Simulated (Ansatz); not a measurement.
## Dielectric function and optical constants of GaAs

What colour and refractive index does GaAs have at this level of theory?

Calculated with Ansatz 0.2.0; DFT, PBE, plane-wave PAW, default files, scalar-relativistic, independent-particle optical response without local fields.

**Measured values to reproduce.**

“Evidence of valence band perturbations in GaAsN/GaAs(001): A combined variable-angle spectroscopic ellipsometry and modulated photoreflectance investigation” (2008, arxiv:0805.2212) reports for GaAs, zincblende, by variable-angle spectroscopic ellipsometry, parametric critical-point fit (semi-insulating GaAs(001) reference substrate with native oxide, 300 K): band gap (direct gap E0 at Gamma from ellipsometry) 1.412 ± 0.01 eV.

This is a report of a sequence of runs, with most program output left out.

**1. Starting point**

Symmetry: F-43m, No. 216, cubic system. Conventional cell: a = 5.654 Å, b = 5.654 Å, c = 5.654 Å, α = 90.00°, β = 90.00°, γ = 90.00°. Nearest to As lie 4 Ga at 2.45 Å. Nearest to Ga lie 4 As at 2.45 Å. Farther neighbours are not listed.

As a file:

```cif
data_structure
_symmetry_space_group_name_H-M 'F-43m'
_symmetry_Int_Tables_number 216
_cell_length_a 5.6537
_cell_length_b 5.6537
_cell_length_c 5.6537
_cell_angle_alpha 90.000
_cell_angle_beta 90.000
_cell_angle_gamma 90.000
_cell_volume 180.72
loop_
_atom_site_label
_atom_site_type_symbol
_atom_site_symmetry_multiplicity
_atom_site_Wyckoff_symbol
_atom_site_fract_x
_atom_site_fract_y
_atom_site_fract_z
_atom_site_occupancy
As1 As 4 c 0.25000 0.25000 0.25000 1
Ga1 Ga 4 a 0.00000 0.00000 0.00000 1
```

**2. Ground state and bands**

The self-consistent density comes first; it also tells whether there is a gap, which decides the occupations and the need for a Drude term.

This step: DFT, PBE, plane-wave PAW, default files, scalar-relativistic, ground state (Ansatz 0.2.0).

The input, input.yaml:

```yaml
crystal:
  lattice:
    - [0.0, 2.82685, 2.82685]
    - [2.82685, 0.0, 2.82685]
    - [2.82685, 2.82685, 0.0]
  atoms:
    - { symbol: As, position: [0.75, 0.75, 0.75] }
    - { symbol: Ga, position: [0.0, 0.0, 0.0] }
kpoints:
  mp_grid: { grid: [7, 7, 7] }
  band_path:
    path:
      - [[0.0, 0.0, 0.0], [0.5, 0.0, 0.5], [0.5, 0.25, 0.75], [0.375, 0.375, 0.75], [0.0, 0.0, 0.0], [0.5, 0.5, 0.5], [0.625, 0.25, 0.625], [0.5, 0.25, 0.75], [0.5, 0.5, 0.5], [0.375, 0.375, 0.75]]
      - [[0.625, 0.25, 0.625], [0.5, 0.0, 0.5]]
    npoints: 7
scf:
  occupations: { method: fermi_dirac, width: 0.05 }
  n_extra_bands: 6
hamiltonian:
  xc: pbe
  pseudopotentials: { kind: paw }
output:
  forces: true
  stress: true
  populations: true
  write_bands: true
  write_density: true
  write_potential: true
  elf: true
  volumetric_format: npy
```

The run is started by

```sh
ansatz run input.yaml --threads 4 --pin off --max-ram 8192MiB --backend cpu --events-out ev --progress --plain --runs-dir out
```

The job ended after 1.9 s (4 threads of Arm Neoverse V1, shared host; peak memory 0.34 GiB).

This step gave:

| Property | Result |
| --- | --- |
| free energy | -8639.8282 eV |
| Fermi energy | 8.472 eV |
| gap by band count | 0.5149 eV |
| electrons | 28 |
| symmetry operations | 24 |
| pressure | 3.262 GPa |
| volume | 45.18 Å³ |
| gap on the path | 0.5149 eV |
| least direct gap on the path | 0.5149 eV |

There is a gap, 0.51 eV on the path, so no carriers' term is needed. The cell is left with a pressure of 3.3 GPa, as it stands unrelaxed at this level.

The electronic bands at the labelled points (eV, zero at the Fermi level; v1 is the highest filled band, c1 the lowest empty one):

```csv
point,v4,v3,v2,v1,c1,c2,c3,c4
Γ,-13.01,-0.28,-0.28,-0.28,0.23,3.45,3.45,3.45
0.43 of the way,-12.32,-3.79,-1.70,-1.70,1.93,3.05,5.74,5.74
X,-10.51,-7.10,-2.96,-2.96,1.18,1.38,9.89,9.89
0.43 of the way,-10.49,-7.03,-3.33,-3.25,2.01,2.21,8.29,8.46
W,-10.45,-6.91,-3.82,-3.62,4.34,4.44,5.13,5.76
0.57 of the way,-10.52,-6.91,-4.06,-2.95,2.43,4.41,6.58,6.96
K,-10.55,-6.91,-4.14,-2.54,1.68,4.35,7.67,7.78
0.57 of the way,-12.25,-4.27,-2.27,-0.77,2.26,4.14,4.24,5.37
Γ,-13.01,-0.28,-0.28,-0.28,0.23,3.45,3.45,3.45
0.43 of the way,-12.49,-3.83,-0.84,-0.84,1.26,4.20,4.20,5.10
L,-11.25,-6.92,-1.43,-1.43,0.72,4.36,4.36,7.47
0.43 of the way,-11.05,-6.81,-2.99,-1.80,2.02,4.21,5.28,7.57
U,-10.55,-6.91,-4.14,-2.54,1.68,4.35,7.67,7.78
0.57 of the way,-10.50,-6.91,-4.01,-3.17,2.92,4.44,6.13,6.57
W,-10.45,-6.91,-3.82,-3.62,4.34,4.44,5.13,5.76
0.57 of the way,-10.99,-6.79,-3.22,-2.02,2.46,3.89,5.72,7.53
L,-11.25,-6.92,-1.43,-1.43,0.72,4.36,4.36,7.47
0.43 of the way,-11.05,-6.81,-2.99,-1.80,2.02,4.21,5.28,7.57
K,-10.55,-6.91,-4.14,-2.54,1.68,4.35,7.67,7.78
jump to U,-10.55,-6.91,-4.14,-2.54,1.68,4.35,7.67,7.78
0.43 of the way,-10.50,-7.03,-3.60,-2.82,1.41,2.54,8.73,8.95
X,-10.51,-7.10,-2.96,-2.96,1.18,1.38,9.89,9.89
```

ELF in the ac plane of a cell with a along [110], b along [-110] and c along [001] of the cube at fractional y = 0.000, with atoms of As and Ga within 0.2 Å of it. It is the smooth field of the valence electrons, not physical close to the nuclei.

Values, 8 rows by 16 columns, each cell a mean:
```
0.12 0.23 0.26 0.20 0.19 0.25 0.25 0.14 0.12 0.23 0.26 0.20 0.19 0.25 0.25 0.14
0.26 0.22 0.11 0.03 0.02 0.08 0.19 0.26 0.26 0.22 0.11 0.03 0.02 0.08 0.19 0.26
0.10 0.07 0.03 0.03 0.03 0.03 0.05 0.09 0.10 0.07 0.03 0.03 0.03 0.03 0.05 0.09
0.02 0.03 0.11 0.25 0.27 0.16 0.05 0.02 0.02 0.03 0.11 0.25 0.27 0.16 0.05 0.02
0.04 0.20 0.48 0.60 0.61 0.54 0.30 0.06 0.04 0.20 0.48 0.60 0.61 0.54 0.30 0.06
0.19 0.50 0.61 0.36 0.29 0.56 0.58 0.27 0.19 0.50 0.61 0.36 0.29 0.56 0.58 0.27
0.28 0.54 0.72 0.46 0.39 0.66 0.65 0.33 0.28 0.54 0.72 0.46 0.39 0.66 0.65 0.33
0.11 0.24 0.55 0.63 0.61 0.62 0.34 0.10 0.11 0.24 0.55 0.63 0.61 0.62 0.34 0.10
```

Valence density in the ac plane of a cell with a along [110], b along [-110] and c along [001] of the cube at fractional y = 0.000, with atoms of As and Ga within 0.2 Å of it. It is the smooth field of the valence electrons, not physical close to the nuclei.

Ten steps, logarithmic in the rise over the least value, from '0' (0 e/Å³) to '9' (34 e/Å³), each cell a mean:
```
8520000013785200000137
4210000001342100000013
1100000000111000000001
0000000000000000000000
0000000000000000000000
0000000000000000000000
0000000000000000000000
0000000000000000000000
0001121100000011211000
0001354210000013542100
0012698410000126984100
0113698421001136984210
2112455211221124552112
6321122112563211221125
9621111114896211111148
```

**3. Spectrum**

The spectrum is a sum over vertical transitions between filled and empty bands at the fixed density, so many empty bands are needed.

This step: DFT, PBE, plane-wave PAW, default files, scalar-relativistic, independent-particle optical response without local fields (Ansatz 0.2.0).

input.yaml, the sections that differ from step 2:

```yaml
kpoints:
  mp_grid: { grid: [7, 7, 7] }
scf:
  occupations: { method: fixed }
output:
  optics:
    e_range: [0, 20]
    de: 0.05
    sigma: 0.1
    nscf_kmesh: { grid: [10, 10, 10] }
    bands: { spectra_wanted_up_to: 20 }
# crystal, hamiltonian: as in step 2
```

Run time: 12 s. Hardware: 4 threads; peak memory 0.7 GiB.

Numbers from this step:

| Item | Value |
| --- | --- |
| electronic dielectric constant ε∞, mean over x, y and z (by symmetry where fewer were run) | 14.19 |
| absorption onset, first axis (α over 10⁴ cm⁻¹, or the direct gap if that lies higher) | 0.6953 eV |
| main peak of Im epsilon, first axis | 4.241 eV |
| centre of weight of the strongest loss peak in the window | 15.76 eV |
| photocurrent from vertical transitions in a film 500 nm thick on a perfect mirror (two passes), AM1.5G, no front reflection, all carriers collected | 58.83 mA/cm² |
| least direct gap on the mesh | 0.5148 eV |
| bands summed | 38 |
| spectra valid up to | 31.14 eV |
| program's estimate of the k-sum error in Im epsilon | 0.3 % |
| electrons in the f-sum | 10.37 |

The Im ε, any direction has structure finer than the step of the table below, so its rows give means over 0.5 eV, whole bins alone (the curve runs from 0 to 20 eV). Peaks (eV: height): 2.25: 17.2, 4.25: 38.5.

The Im ε, any direction by photon energy; means over each step:

```csv
photon energy (eV),"Im ε, any direction"
0.5,0.450
1.0,1.59
1.5,2.38
2.0,8.12
2.5,14.8
3.0,11.3
3.5,11.8
4.0,25.0
4.5,22.1
5.0,11.7
5.5,10.1
6.0,8.31
6.5,5.44
7.0,3.88
7.5,2.91
8.0,2.35
8.5,2.32
9.0,1.92
9.5,1.47
10.0,1.21
10.5,1.04
11.0,0.872
11.5,0.678
12.0,0.554
12.5,0.479
13.0,0.446
13.5,0.409
14.0,0.356
14.5,0.301
15.0,0.267
15.5,0.264
16.0,0.242
16.5,0.234
17.0,0.257
17.5,0.231
18.0,0.199
18.5,0.185
19.0,0.251
19.5,0.215
```

Table of Re ε, any direction by photon energy:

```csv
photon energy (eV),"Re ε, any direction"
0.0,14.2
0.5,15.1
1.0,15.4
1.5,16.9
2.0,23.1
2.5,12.0
3.0,10.2
3.5,13.9
4.0,15.0
4.5,-9.88
5.0,-5.86
5.5,-3.12
6.0,-6.68
6.5,-5.58
7.0,-4.71
7.5,-3.78
8.0,-3.02
8.5,-2.23
9.0,-2.50
9.5,-2.11
10.0,-1.79
10.5,-1.52
11.0,-1.36
11.5,-1.14
12.0,-0.877
12.5,-0.710
13.0,-0.508
13.5,-0.420
14.0,-0.313
14.5,-0.207
15.0,-0.0830
15.5,-0.00367
16.0,0.0753
16.5,0.163
17.0,0.228
17.5,0.214
18.0,0.309
18.5,0.361
19.0,0.435
19.5,0.379
20.0,0.454
```

Values under 1 per cm are given as 1. Absorption coefficient, any direction against photon energy:

```csv
photon energy (eV),"absorption coefficient, any direction (1/cm)"
0.000,1
0.500,1881
1.000,20796
1.500,42955
2.000,1.2e5
2.500,4.7e5
3.000,4.8e5
3.500,4.8e5
4.000,9.9e5
4.500,1.8e6
5.000,1.6e6
5.500,1.4e6
6.000,1.8e6
6.500,1.7e6
7.000,1.6e6
7.500,1.6e6
8.000,1.5e6
8.500,1.4e6
9.000,1.5e6
9.500,1.5e6
10.000,1.4e6
10.500,1.4e6
11.000,1.4e6
11.500,1.3e6
12.000,1.2e6
12.500,1.1e6
13.000,1.0e6
13.500,9.7e5
14.000,8.9e5
14.500,7.9e5
15.000,6.4e5
15.500,5.8e5
16.000,4.9e5
16.500,4.1e5
17.000,4.1e5
17.500,4.0e5
18.000,3.2e5
18.500,2.8e5
19.000,3.8e5
19.500,3.2e5
20.000,3.0e5
```

Refractive index n and extinction k against photon energy:

```csv
photon energy (eV),n,k
0.0,3.77,0
0.5,3.89,0.0371
1.0,3.92,0.205
1.5,4.12,0.283
2.0,4.85,0.598
2.5,3.94,1.86
3.0,3.56,1.57
3.5,3.97,1.35
4.0,4.58,2.44
4.5,2.44,3.98
5.0,1.93,3.10
5.5,1.82,2.54
6.0,1.35,2.92
6.5,1.05,2.58
7.0,0.830,2.32
7.5,0.700,2.07
8.0,0.631,1.85
8.5,0.715,1.65
9.0,0.564,1.68
9.5,0.480,1.53
10.0,0.422,1.40
10.5,0.401,1.30
11.0,0.358,1.22
11.5,0.306,1.11
12.0,0.283,0.978
12.5,0.271,0.885
13.0,0.291,0.770
13.5,0.287,0.709
14.0,0.284,0.627
14.5,0.281,0.535
15.0,0.310,0.423
15.5,0.363,0.368
16.0,0.406,0.299
16.5,0.473,0.248
17.0,0.534,0.239
17.5,0.514,0.223
18.0,0.583,0.175
18.5,0.619,0.148
19.0,0.688,0.196
19.5,0.637,0.164
20.0,0.690,0.148
```

The reflectivity at normal incidence, any direction has structure finer than the step of the table below, so its rows give means over 0.5 eV, whole bins alone (the curve runs from 0 to 20 eV). Peaks (eV: height): 2.20: 47.9, 4.35: 66.5, 6.95: 62.0, 11.65: 59.2.

The reflectivity at normal incidence, any direction by photon energy; means over each step:

photon energy (eV), reflectivity at normal incidence, any direction (%) and a bar:
```
      0.5       34.7 ###############
      1.0       35.5 ###############
      1.5       37.5 ################
      2.0       44.0 ####################
      2.5       43.6 ####################
      3.0       39.0 #################
      3.5       41.1 ##################
      4.0       52.4 ########################
      4.5       64.1 ##############################
      5.0       57.8 ###########################
      5.5       51.9 ########################
      6.0       61.1 ############################
      6.5       61.5 #############################
      7.0       62.0 #############################
      7.5       60.8 ############################
      8.0       58.2 ###########################
      8.5       52.3 ########################
      9.0       56.9 ##########################
      9.5       57.7 ###########################
     10.0       57.2 ###########################
     10.5       55.9 ##########################
     11.0       56.7 ##########################
     11.5       58.4 ###########################
     12.0       56.7 ##########################
     12.5       54.6 #########################
     13.0       49.1 ######################
     13.5       46.6 #####################
     14.0       44.4 ####################
     14.5       41.5 ###################
     15.0       34.3 ###############
     15.5       26.9 ###########
     16.0       21.2 ########
     16.5       15.3 #####
     17.0       11.8 ###
     17.5       11.8 ###
     18.0        8.4 ##
     18.5        6.3 #
     19.0        5.0 
     19.5        5.7
```

From ε follow the optical constants at some laser and lamp lines:

```csv
wavelength (nm),n,k,R (%),1/α
1064,3.96,0.222,35.8,380 nm
800,4.15,0.294,37.7,217 nm
405,3.57,1.530,38.5,21 nm
365,3.79,1.363,38.9,21 nm
308,4.64,2.511,51.3,9.8 nm
248,1.93,3.097,57.5,6.4 nm
193,1.08,2.623,61.4,5.9 nm
```

Rows near the edge hang on the gap, which this functional as a rule makes too small, and phonon-assisted absorption is left out.

In reflection the computed colour is faintly yellow-green: x = 0.319, y = 0.345, luminous reflectivity 46 %.

The first strong peak, at 2.26 eV, fits the second-highest filled and the lowest empty band, which run nearly parallel at that distance over 50 % of Γ–L; the match rests on energies alone.

The f-sum over the summed bands holds 10.4 of the cell's 28 electrons outside the frozen cores, 20 of which lie in bands more than 12 eV below the Fermi level, whose transitions come at higher energies. Up to 20 eV the strength has a mean oscillator energy of 4.3 eV, close to the main peak.

**4. What came out**

```
gap on the path                                                                                                                                     : 0.515 eV
least direct gap on the path                                                                                                                        : 0.515 eV
electronic dielectric constant ε∞, mean over x, y and z (by symmetry where fewer were run) (independent particles)                                  : 14.2
absorption onset, first axis (α over 10⁴ cm⁻¹, or the direct gap if that lies higher)                                                               : 0.695 eV
main peak of Im epsilon, first axis                                                                                                                 : 4.24 eV
centre of weight of the strongest loss peak in the window, first axis                                                                               : 15.8 eV
photocurrent from vertical transitions in a film 500 nm thick on a perfect mirror (two passes), AM1.5G, no front reflection, all carriers collected : 58.8 mA/cm²
```

**Reading.** At this level (PBE, independent particles) GaAs has ε∞ = 14.2 and n = 3.91 at 1550 nm; absorption sets in near 0.7 eV, and Im ε peaks at 4.2 eV. The gap on the path is direct, 0.51 eV. The absorption coefficient passes 10⁴ cm⁻¹ at 0.70 eV, in the infrared, so it absorbs across the visible. The strongest loss structure up to 20 eV has its centre of weight at 15.8 eV; a free-electron gas of the 10.4 electrons in the f-sum would put its plasmon at 17.8 eV. Distinct maxima of Im ε, read by a parabola through the highest points, lie at 2.26 eV (17), 4.24 eV (39) and 5.71 eV (12). The first strong peak, at 2.26 eV, fits the second-highest filled and the lowest empty band, which run nearly parallel at that distance over 50 % of Γ–L; the match rests on energies alone. In reflection the computed colour is faintly yellow-green: x = 0.319, y = 0.345, luminous reflectivity 46 %. Excitons and phonon-assisted transitions are missing, and so are local fields; PBE gaps are as a rule too small, which pulls the onset down and ε∞ up. In the base run ε includes the program's bounded estimate of what the bands above those summed add.

Comparison with the measured values:

```
                  quantity  measured              PBE
band gap (direct gap) (eV)     1.412  0.51 (-0.90 eV)
```

Measured values from arxiv:0805.2212 (2008).

**Verdict.** The band gap is off by -0.90 eV: a clear miss. Local and semilocal functionals usually give gaps below the measured ones. Zero-point and thermal motion shift the measured gap. No cell relaxation is part of this session.

[Logs are printed without paths, hosts, clocks, repeated set-up lines and the standing remarks that a program may print on its own settings, such as how far it seeks lower states.]

[Hosts, paths, dates, database ids (printed as entryN), source tags and the programs' standing remarks are cut or masked in the printed files.]
